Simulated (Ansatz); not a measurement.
**PbSe: a single-point run**

Wanted: a converged single-point run for PbSe, and a check of what comes out. The structure is shown as the input types it. The cell is built on a prototype (h-MgO type) and needn't be the phase found in nature.

Computed with Ansatz 0.2.0 (density functional or hybrid calculation with the settings of its input, plane waves (as first typed), unless a step's input says otherwise).

2 further runs of the same task are left out: 2 that didn't finish.

## (1) The structure to begin with

It takes space group P6_3/mmc (No. 194, hexagonal). Conventional cell: a = 5.174 Å, b = 5.174 Å, c = 6.213 Å, α = 90.00°, β = 90.00°, γ = 120.00°. Pb (site symmetry -6m2) is surrounded by 5 Se at 2.99 to 3.11 Å. Se (site symmetry -6m2) has 5 Pb at 2.99 to 3.11 Å as nearest neighbours.

As a file:

```
Pb Se
1.0
     5.17413    0.00000    0.00000
    -2.58707    4.48093    0.00000
     0.00000    0.00000    6.21328
Pb Se
2 2
Direct
  0.33333 0.66667 0.25000
  0.66667 0.33333 0.75000
  0.66667 0.33333 0.25000
  0.33333 0.66667 0.75000
```

## (2) Input and run

input.yaml reads:

```yaml
crystal:
  lattice:
    - [5.1741302537, 0.0, 0.0]
    - [-2.5870651268, 4.4809282423, 0.0]
    - [0.0, 0.0, 6.2132838629]
  atoms:
    - { symbol: Pb, position: [0.3333333333, 0.6666666667, 0.25] }
    - { symbol: Pb, position: [0.6666666667, 0.3333333333, 0.75] }
    - { symbol: Se, position: [0.6666666667, 0.3333333333, 0.25] }
    - { symbol: Se, position: [0.3333333333, 0.6666666667, 0.75] }
kpoints:
  mp_grid: { grid: [6, 6, 4] }
hamiltonian:
  xc: r2scan
scf:
  occupations: { method: fixed }
  n_extra_bands: 5
  max_iter: 87
output:
  forces: true
  stress: true
  eigenvalues: true
basis:
  ecutwfc: 40
```

Started as:

```
> ansatz run input.yaml --threads 4 --pin off --max-ram 3686MiB --backend cpu --events-out ev --progress --plain --runs-dir out
```

**Question.** How will this run end, and is anything wrong with its input?

The run converged and reported no error, with warnings (band overlap at count, cutoff below recommended, metallic iterate). It gives a pressure of -2111 GPa, which is large.

The suspect setting: basis.ecutwfc is 40. With so few plane waves the basis is incomplete by a wide margin. The potentials' recommended cutoff is 500 eV.

To check: delete basis.ecutwfc (the default then holds).
